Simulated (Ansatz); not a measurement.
# CrCuO2: the cost of one run

Program: Ansatz 0.2.0. Level of theory: DFT r²SCAN+U (U_eff = 2 eV on Cr d, Cu d), plane waves, PAW. These are calculated values, not measurements.

2 further runs of the same task are left out: 2 that didn't finish. Runs told in other sessions of the task aren't counted.

### 1 Starting point

Symmetry: R-3m, No. 166, trigonal system. Conventional cell: a = 2.973 Å, b = 2.973 Å, c = 17.100 Å, α = 90.00°, β = 90.00°, γ = 120.00°. Cr (site symmetry -3m) is surrounded by 6 O at 1.99 Å. Cu (site symmetry -3m) is surrounded by 2 O at 1.85 Å. O (site symmetry 3m) has 1 Cu at 1.85 Å and 3 Cr at 1.99 Å in its first shell of neighbours.

Coordinates:

```xyz
8
Lattice="1.4867 -0.8583 11.4000 -1.4867 -0.8583 11.4000 0.0000 -3.4334 11.4000" Properties=species:S:1:pos:R:3 pbc="T T T"
Cr    0.0000   -3.4334   19.9500
Cu    0.0000    0.0000    0.0000
O     0.0000   -3.4334   13.2454
O     0.0000   -3.4334   26.6546
Cr    0.0000   -1.7167   14.2500
Cu    0.0000   -1.7167    5.7000
O     0.0000   -1.7167    7.5454
O     0.0000   -1.7167   20.9546
```

An earlier series on this cell reached its lowest free state from «total moment held at first, then free, 5.00 μB per cell», perhaps among other starts.

### 2 Antiferromagnetic start, free

Contents of input.yaml:

```yaml
crystal:
  lattice:
    - [1.48670051, -0.85834694, 11.40000382]
    - [-1.48670051, -0.85834694, 11.40000382]
    - [0.0, -3.43338776, 11.40000382]
  atoms:
    - { symbol: Cr, position: [0.5, 0.5, 0.75], spin: 4.0 }
    - { symbol: Cu, position: [0.0, 0.0, 0.0], spin: -1.0 }
    - { symbol: O, position: [0.10792, 0.10792, 0.94604] }
    - { symbol: O, position: [0.89208, 0.89208, 0.55396] }
    - { symbol: Cr, position: [0.5, 0.5, 0.25], spin: 4.0 }
    - { symbol: Cu, position: [0.0, 0.0, 0.5], spin: -1.0 }
    - { symbol: O, position: [0.10792, 0.10792, 0.44604] }
    - { symbol: O, position: [0.89208, 0.89208, 0.05396] }
basis:
  ecutwfc: 500
  ecutrho_ratio: 4
kpoints:
  mp_grid: { grid: [7, 7, 7] }
hamiltonian:
  xc: r2scan
  hubbard:
    sites:
      - { site: 0, l: d, u_eff: 2.0, starting_ns: [{ spin: up, occupation_matrix: s0up }, { spin: down, occupation_matrix: s0down }] }
      - { site: 1, l: d, u_eff: 2.0, starting_ns: [{ spin: up, occupation_matrix: s1up }, { spin: down, occupation_matrix: s1down }] }
      - { site: 4, l: d, u_eff: 2.0, starting_ns: [{ spin: up, occupation_matrix: s4up }, { spin: down, occupation_matrix: s4down }] }
      - { site: 5, l: d, u_eff: 2.0, starting_ns: [{ spin: up, occupation_matrix: s5up }, { spin: down, occupation_matrix: s5down }] }
    occupation_matrices:
      s0up:
        matrix:
          - [0.97, 0.0, 0.0, 0.0, 0.0]
          - [0.0, 0.3673, 0.0, 0.0, -0.45751]
          - [0.0, 0.0, 0.97, 0.0, 0.0]
          - [0.0, 0.0, 0.0, 0.97, 0.0]
          - [0.0, -0.45751, 0.0, 0.0, 0.6227]
      s0down:
        matrix:
          - [0.02, 0.0, 0.0, 0.0, 0.0]
          - [0.0, 0.02, 0.0, 0.0, 0.0]
          - [0.0, 0.0, 0.02, 0.0, 0.0]
          - [0.0, 0.0, 0.0, 0.02, 0.0]
          - [0.0, 0.0, 0.0, 0.0, 0.02]
      s1up:
        matrix:
          - [0.02, 0.0, 0.0, 0.0, 0.0]
          - [0.0, 0.97, 0.0, 0.0, 0.0]
          - [0.0, 0.0, 0.97, 0.0, 0.0]
          - [0.0, 0.0, 0.0, 0.97, 0.0]
          - [0.0, 0.0, 0.0, 0.0, 0.97]
      s1down:
        matrix:
          - [0.97, 0.0, 0.0, 0.0, 0.0]
          - [0.0, 0.97, 0.0, 0.0, 0.0]
          - [0.0, 0.0, 0.97, 0.0, 0.0]
          - [0.0, 0.0, 0.0, 0.97, 0.0]
          - [0.0, 0.0, 0.0, 0.0, 0.97]
      s4up:
        matrix:
          - [0.97, 0.0, 0.0, 0.0, 0.0]
          - [0.0, 0.3673, 0.0, 0.0, -0.45751]
          - [0.0, 0.0, 0.97, 0.0, 0.0]
          - [0.0, 0.0, 0.0, 0.97, 0.0]
          - [0.0, -0.45751, 0.0, 0.0, 0.6227]
      s4down:
        matrix:
          - [0.02, 0.0, 0.0, 0.0, 0.0]
          - [0.0, 0.02, 0.0, 0.0, 0.0]
          - [0.0, 0.0, 0.02, 0.0, 0.0]
          - [0.0, 0.0, 0.0, 0.02, 0.0]
          - [0.0, 0.0, 0.0, 0.0, 0.02]
      s5up:
        matrix:
          - [0.02, 0.0, 0.0, 0.0, 0.0]
          - [0.0, 0.97, 0.0, 0.0, 0.0]
          - [0.0, 0.0, 0.97, 0.0, 0.0]
          - [0.0, 0.0, 0.0, 0.97, 0.0]
          - [0.0, 0.0, 0.0, 0.0, 0.97]
      s5down:
        matrix:
          - [0.97, 0.0, 0.0, 0.0, 0.0]
          - [0.0, 0.97, 0.0, 0.0, 0.0]
          - [0.0, 0.0, 0.97, 0.0, 0.0]
          - [0.0, 0.0, 0.0, 0.97, 0.0]
          - [0.0, 0.0, 0.0, 0.0, 0.97]
    ns_hold: { iters: 8 }
scf:
  occupations: { method: gaussian, width: 0.05 }
  lower_state_search: "off"
  max_iter: 150
output:
  forces: true
  stress: true
  eigenvalues: true
  populations: true
  hubbard:
    sites:
      - { site: 0, l: d }
      - { site: 1, l: d }
      - { site: 4, l: d }
      - { site: 5, l: d }
  write_density: true
  write_potential: true
  elf: true
  volumetric_format: npy
magnetization:
  spin_polarized: true
```

The typed matrices put 0.97 on the chosen orbitals and 0.02 on the others, and are held for 8 cycles.

The run is started by

```sh
ansatz run input.yaml --threads 8 --pin off --max-ram 12288MiB --backend cpu --events-out ev --progress --plain --runs-dir out
```

What time and memory should one allow on 8 threads of Arm Neoverse V1, shared host?

About 50 s, with a peak of 1.7 GiB.
